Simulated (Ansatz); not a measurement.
This is a relaxation of cell and atoms with Ansatz on a 3-atom cell of ZrO2 built on the cubic fluorite structure (relaxed group Fm-3m); the level of theory is PBE. The start is a rough guess from atomic radii.

input.yaml:
```yaml
crystal:
  lattice:
    - [0.0, 2.51607961, 2.51607961]
    - [2.51607961, 0.0, 2.51607961]
    - [2.51607961, 2.51607961, 0.0]
  atoms:
    - { symbol: Zr, position: [0.0, 0.0, 0.0] }
    - { symbol: O, position: [0.75, 0.75, 0.75] }
    - { symbol: O, position: [0.25, 0.25, 0.25] }
kpoints:
  mp_grid: { grid: [8, 8, 8] }
hamiltonian:
  xc: pbe
scf:
  occupations: { method: fermi_dirac, width: 0.02 }
relax:
  f_tol: 0.005
  cell: {}
output:
  write_density: true
  write_potential: true
  elf: true
  volumetric_format: npy
```

Run as `ansatz run input.yaml --threads 2 --pin off --max-ram 29491MiB --backend cpu --events-out ev --progress --plain --runs-dir out`. It took 3.2 s on 2 threads of AMD EPYC 7R13 Processor (Zen 3), on a shared host; peak host memory 0.45 GiB.

**Question.** What does the program print?

**Answer.** Abridged output:
```
Functional definition: PBE
Crystal: 3 atoms, lattice volume = 31.857 Å³
Basis set: ecut = 420 eV, 609 PW (Γ)
Bands: 16, of which v1, the nominal top of the filled ones, is band 12 counted from 1 (11 counted from 0)
Symmetry: 48 space group operations
Space group: Fm-3m (ITA 225)
k-points: 29 of 512
preconditioner: auto → none  [insulator: Δε(μ)=3.485 eV  σ=0.020 eV  ℏωp=30.9 eV]
relax step 1: F+E_penalty+E_count = -5323.75771836 eV  P = +12.985 GPa  Ω = 31.857 Å³
relax step 2: F+E_penalty+E_count = -5323.80960247 eV  P = -1.580 GPa  Ω = 33.627 Å³
relax step 3: F+E_penalty+E_count = -5323.81151721 eV  P = -0.103 GPa  Ω = 33.425 Å³
relax step 4: F+E_penalty+E_count = -5323.81158102 eV  P = +0.001 GPa  Ω = 33.412 Å³
relax step 5: F+E_penalty+E_count = -5323.82013493 eV  P = +0.436 GPa  Ω = 33.412 Å³  (SCF on a basis re-selected at this cell)
relax step 6: F+E_penalty+E_count = -5323.81996517 eV  P = +0.013 GPa  Ω = 33.470 Å³
relax step 7: F+E_penalty+E_count = -5323.82037396 eV  P = +0.020 GPa  Ω = 33.470 Å³  (SCF on a basis re-selected at this cell)
SCF converged after 5 iterations
Free energy (F): -5323.820374 eV
Fermi energy:    13.570962 eV
--- Per-component energies (eV) ---
  E_band       = -66.626385
  E_kinetic    = 686.596850
  E_local      = -1151.620659
  E_nonlocal   = 171.103462
  E_hartree    = 379.836823
  E_xc         = -311.770596
  E_vxc        = -382.581766
  E_paw        = -3268.713039
  E_vpaw       = -149.802913
  E_ewald      = -1829.258201
--- Stress (GPa, compression-positive) ---
        0.019670       0.000000       0.000000
        0.000000       0.019670       0.000000
        0.000000       0.000000       0.019670
  P = ⅓ Tr σ = 0.0197 GPa (0.197 kbar)
--- Relaxed structure (5 steps of the walk, 5 accepted, 2 SCFs on fresh bases) ---
  F+E_penalty+E_count = -5323.82037396 eV
  cell:  # Å, volume = 33.4702 Å³
    - [0.000000, 2.557856, 2.557856]
    - [2.557856, 0.000000, 2.557856]
    - [2.557856, 2.557856, 0.000000]
  atoms:
    - { symbol: Zr, position: [0.000000, 0.000000, 0.000000] }
    - { symbol: O, position: [0.750000, 0.750000, 0.750000] }
    - { symbol: O, position: [0.250000, 0.250000, 0.250000] }
```
The trailing digits, and the zero of the energies, depend on the potentials and thresholds.

Planar averages along the third cell vector, from rho_z.tsv and v_z.tsv (valence density with its augmentation; electrostatic potential energy of an electron, of which only differences have a meaning):
```
z (Å)  ρ (e/Å³)  v_es (eV)
 0.00     0.926      -1.05
 0.14     0.934      -1.20
 0.29     0.955      -1.24
 0.43     0.972      -0.76
 0.58     0.967       0.27
 0.72     0.927       1.76
 0.87     0.855       3.62
 1.01     0.757       5.67
 1.16     0.639       7.75
 1.30     0.512       9.79
 1.45     0.396      11.69
 1.59     0.313      13.35
 1.88     0.272      14.49
 2.03     0.313      13.35
 2.17     0.396      11.69
 2.32     0.512       9.79
 2.46     0.639       7.75
 2.60     0.757       5.67
 2.75     0.855       3.62
 2.89     0.927       1.76
 3.04     0.967       0.27
 3.18     0.972      -0.76
 3.33     0.955      -1.24
 3.47     0.934      -1.20
```

The walk took 5 steps and changed the volume by +5.1 %. The last SCF, on a fresh basis, lies 20.9 meV an atom below the first. At the end: space group Fm-3m (No. 225), cubic; conventional cell a = 5.116 Å, 11.16 Å³ an atom. Zr is surrounded by 8 O at 2.22 Å; O is surrounded by 4 Zr at 2.22 Å.

These are computed values for a spin-unpolarised cell that may be hypothetical; none is a measurement.
